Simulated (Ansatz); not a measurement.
**AgI: elastic constants**

How stiff is the crystal, and how unevenly? Runs: cell and atoms relaxed (PAW); at zero pressure (PAW); cell relaxed at 1 GPa (PAW); under 1 GPa (PAW); cell relaxed at 2 GPa (PAW); under 2 GPa (PAW); cell relaxed at 4 GPa (PAW).

Program: Ansatz 0.2.0. Level of theory: DFT r²SCAN, frozen-core PAW, scalar-relativistic unless said. These are calculated values, not measurements.

1 further run of the same task is left out (it didn't finish).

### 1 The system as given

Symmetry: P6_3mc, No. 186, hexagonal system. The conventional cell has a = 4.590 Å, b = 4.590 Å, c = 7.520 Å, α = 90.00°, β = 90.00°, γ = 120.00°. Around Ag (site symmetry 3m) lie 4 I at 2.78 to 2.82 Å. I (site symmetry 3m) is surrounded by 4 Ag at 2.78 to 2.82 Å.

As a file:

```
CELL_PARAMETERS angstrom
4.59000 0.00000 0.00000
-2.29500 3.97506 0.00000
0.00000 0.00000 7.52000
ATOMIC_POSITIONS crystal
Ag 0.66667 0.33333 0.63000
Ag 0.33333 0.66667 0.13000
I 0.66667 0.33333 0.00000
I 0.33333 0.66667 0.50000
```

Cartesian axes are those of the input's lattice vectors. The structure goes back to a database entry.

### 2 Cell and atoms relaxed, PAW

The input, input.yaml:

```yaml
crystal:
  lattice:
    - [4.59000000001, 0.0, 0.0]
    - [-2.29500000001, 3.97505660338, 0.0]
    - [0.0, 0.0, 7.52]
  atoms:
    - { symbol: Ag, position: [0.666666666667, 0.333333333333, 0.63] }
    - { symbol: Ag, position: [0.333333333333, 0.666666666667, 0.13] }
    - { symbol: I, position: [0.666666666667, 0.333333333333, 0.0] }
    - { symbol: I, position: [0.333333333333, 0.666666666667, 0.5] }
kpoints:
  mp_grid: { grid: [10, 10, 6] }
scf:
  occupations: { method: fermi_dirac, width: 0.1 }
hamiltonian:
  xc: r2scan
  pseudopotentials: { kind: paw }
relax:
  f_tol: 0.002
  max_steps: 80
  cell: {}
output:
  forces: true
  stress: true
  write_density: true
  write_potential: true
  elf: true
  volumetric_format: npy
```

On the command line:

```
> ansatz run input.yaml --threads 1 --pin off --max-ram 3072MiB --backend cpu --events-out ev --progress --plain --runs-dir out
```

### 4 At zero pressure, PAW

The input, input.yaml:

```yaml
crystal:
  lattice:
    - [4.64948797251, 0.0, 0.0]
    - [-2.32474398626, 4.02657469879, 0.0]
    - [0.0, 0.0, 7.59853833513]
  atoms:
    - { symbol: Ag, position: [0.666666666667, 0.333333333333, 0.627518423396] }
    - { symbol: Ag, position: [0.333333333333, 0.666666666667, 0.127518423396] }
    - { symbol: I, position: [0.666666666667, 0.333333333333, 0.002481576604] }
    - { symbol: I, position: [0.333333333333, 0.666666666667, 0.502481576604] }
kpoints:
  mp_grid: { grid: [6, 6, 4] }
scf:
  occupations: { method: fixed }
hamiltonian:
  xc: r2scan
  pseudopotentials: { kind: paw }
elastic:
  mode: relaxed_ion
  stencil: two_point
  amplitude: 0.005
```

### 5 Cell relaxed at 1 GPa, PAW

input.yaml: that of step 4 with these lines changed.

```diff
@@ -17,5 +17,8 @@
   pseudopotentials: { kind: paw }
-elastic:
-  mode: relaxed_ion
-  stencil: two_point
-  amplitude: 0.005
+relax:
+  f_tol: 0.002
+  max_steps: 80
+  cell: { p_target: 1 }
+output:
+  forces: true
+  stress: true
```

### 6 Under 1 GPa, PAW

The input, input.yaml:

```yaml
crystal:
  lattice:
    - [4.60178961741, 0.0, 0.0]
    - [-2.30089480871, 3.98526671155, 0.0]
    - [0.0, 0.0, 7.52299082061]
  atoms:
    - { symbol: Ag, position: [0.666666666667, 0.333333333333, 0.627589977789] }
    - { symbol: Ag, position: [0.333333333333, 0.666666666667, 0.127589977789] }
    - { symbol: I, position: [0.666666666667, 0.333333333333, 0.002410022211] }
    - { symbol: I, position: [0.333333333333, 0.666666666667, 0.502410022211] }
kpoints:
  mp_grid: { grid: [6, 6, 4] }
scf:
  occupations: { method: fixed }
hamiltonian:
  xc: r2scan
  pseudopotentials: { kind: paw }
elastic:
  mode: relaxed_ion
  stencil: two_point
  amplitude: 0.005
```

### 7 Cell relaxed at 2 GPa, PAW

The input, input.yaml:

```yaml
crystal:
  lattice:
    - [4.64948797251, 0.0, 0.0]
    - [-2.32474398626, 4.02657469879, 0.0]
    - [0.0, 0.0, 7.59853833513]
  atoms:
    - { symbol: Ag, position: [0.666666666667, 0.333333333333, 0.627518423396] }
    - { symbol: Ag, position: [0.333333333333, 0.666666666667, 0.127518423396] }
    - { symbol: I, position: [0.666666666667, 0.333333333333, 0.002481576604] }
    - { symbol: I, position: [0.333333333333, 0.666666666667, 0.502481576604] }
kpoints:
  mp_grid: { grid: [6, 6, 4] }
scf:
  occupations: { method: fixed }
hamiltonian:
  xc: r2scan
  pseudopotentials: { kind: paw }
relax:
  f_tol: 0.002
  max_steps: 80
  cell: { p_target: 2 }
output:
  forces: true
  stress: true
```

### 8 Under 2 GPa, PAW

The input, input.yaml:

```yaml
crystal:
  lattice:
    - [4.55484905149, 0.0, 0.0]
    - [-2.27742452575, 3.94461498899, 0.0]
    - [0.0, 0.0, 7.46881618283]
  atoms:
    - { symbol: Ag, position: [0.666666666667, 0.333333333333, 0.628113630644] }
    - { symbol: Ag, position: [0.333333333333, 0.666666666667, 0.128113630644] }
    - { symbol: I, position: [0.666666666667, 0.333333333333, 0.001886369356] }
    - { symbol: I, position: [0.333333333333, 0.666666666667, 0.501886369356] }
kpoints:
  mp_grid: { grid: [6, 6, 4] }
scf:
  occupations: { method: fixed }
hamiltonian:
  xc: r2scan
  pseudopotentials: { kind: paw }
elastic:
  mode: relaxed_ion
  stencil: two_point
  amplitude: 0.005
```

### 9 Cell relaxed at 4 GPa, PAW

The input, input.yaml:

```yaml
crystal:
  lattice:
    - [4.64948797251, 0.0, 0.0]
    - [-2.32474398626, 4.02657469879, 0.0]
    - [0.0, 0.0, 7.59853833513]
  atoms:
    - { symbol: Ag, position: [0.666666666667, 0.333333333333, 0.627518423396] }
    - { symbol: Ag, position: [0.333333333333, 0.666666666667, 0.127518423396] }
    - { symbol: I, position: [0.666666666667, 0.333333333333, 0.002481576604] }
    - { symbol: I, position: [0.333333333333, 0.666666666667, 0.502481576604] }
kpoints:
  mp_grid: { grid: [6, 6, 4] }
scf:
  occupations: { method: fixed }
hamiltonian:
  xc: r2scan
  pseudopotentials: { kind: paw }
relax:
  f_tol: 0.002
  max_steps: 80
  cell: { p_target: 4 }
output:
  forces: true
  stress: true
```

(Steps that only read results are left out.)

**Question.** What will these runs give? Wanted: C11; C12; C13; C33; C44; bulk, shear and Young's modulus; Debye temperature from sound speeds; universal anisotropy index.

As calculated:

| quantity | value |
| --- | --- |
| C11 (PAW) | 36 GPa |
| C12 (PAW) | 26 GPa |
| C13 (PAW) | 24 GPa |
| C33 (PAW) | 40 GPa |
| C44 (PAW) | 4 GPa |
| bulk, shear and Young's modulus | 29, 5, 14 GPa |
| Debye temperature from sound speeds | 96 K |
| universal anisotropy index | 0.28 |

What this shows: All eigenvalues are positive, so the crystal is mechanically stable; by PAW K = 29 and G = 5 GPa, K/G = 5.95, on the ductile side of Pugh's rough line at 1.75, which was drawn for metals. Young's modulus runs from 12 to 22 GPa with direction. At zero pressure K rises to 29 GPa. Cautions: frozen-core PAW files fitted under PBE, their cores solved anew for the functional of the run; constants at zero field, no piezoelectric stiffening.
